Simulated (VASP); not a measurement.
The system is CoO.

```
Co O
1.0
    -1.50800    1.50800    2.10725
     1.50800   -1.50800    2.10725
     1.50800    1.50800   -2.10725
Co O
1 1
Direct
  0.00000 0.00000 0.00000
  0.50000 0.50000 0.00000
```

| Quantity | Value |
| --- | --- |
| Program | VASP 6.6.1 |
| Task | relaxation of cell and atoms |
| Functional | PBEsol |
| Dispersion | D4 |
| Potentials or basis | VASP PAW PBE potentials, release 64 (Co, O) |
| Cutoff | 600 eV |
| k mesh | 9 × 9 × 9 |
| Occupations | fermi-dirac, width 0.05 eV |
| Spin | collinear spin, ferromagnetic start |
| Starting moments | [2.0, 0.0] μB |

At the start: pressure -12.1 GPa; volume 9.58 Å³/atom.

Q: How do energy, volume and symmetry change on relaxing?

A: Over 10 steps the energy falls by 27.3 meV/atom and the volume is 8.93 Å³/atom (-6.9 %); space group Fm-3m (No. 225, to 0.05 Å); moment 2.72 μB per cell.

Step by step:
```csv
step,energy change (eV),largest force (eV/Å),pressure (GPa),volume (Å³)
1,0.0000,0.0000,-12.10,19.17
2,-0.0349,0.0000,7.10,17.23
3,-0.0540,0.0000,-0.51,17.89
4,-0.0541,0.0000,0.00,17.85
5,-0.0544,0.0000,0.08,17.84
6,-0.0547,0.0000,0.18,17.83
7,-0.0547,0.0000,0.19,17.83
8,-0.0546,0.0000,-0.26,17.87
9,-0.0547,0.0000,0.15,17.85
10,-0.0547,0.0000,-0.04,17.85
```

Final structure:
```cif
data_structure
_symmetry_space_group_name_H-M 'P 1'
_symmetry_Int_Tables_number 1
_cell_length_a 2.9338
_cell_length_b 2.9338
_cell_length_c 2.9338
_cell_angle_alpha 120.004
_cell_angle_beta 120.004
_cell_angle_gamma 89.992
_cell_volume 17.85
loop_
_atom_site_label
_atom_site_type_symbol
_atom_site_fract_x
_atom_site_fract_y
_atom_site_fract_z
_atom_site_occupancy
Co1 Co 0.00000 0.00000 0.00000 1
O1 O 0.50000 0.50000 0.00000 1
```

Caveat: the PAW data sets were made with another functional, which shifts forces and pressure a little; a cell with one magnetic atom can't hold antiferromagnetic order, which such compounds often take; pairwise dispersion overbinds metals, which lowers pressure and volume.
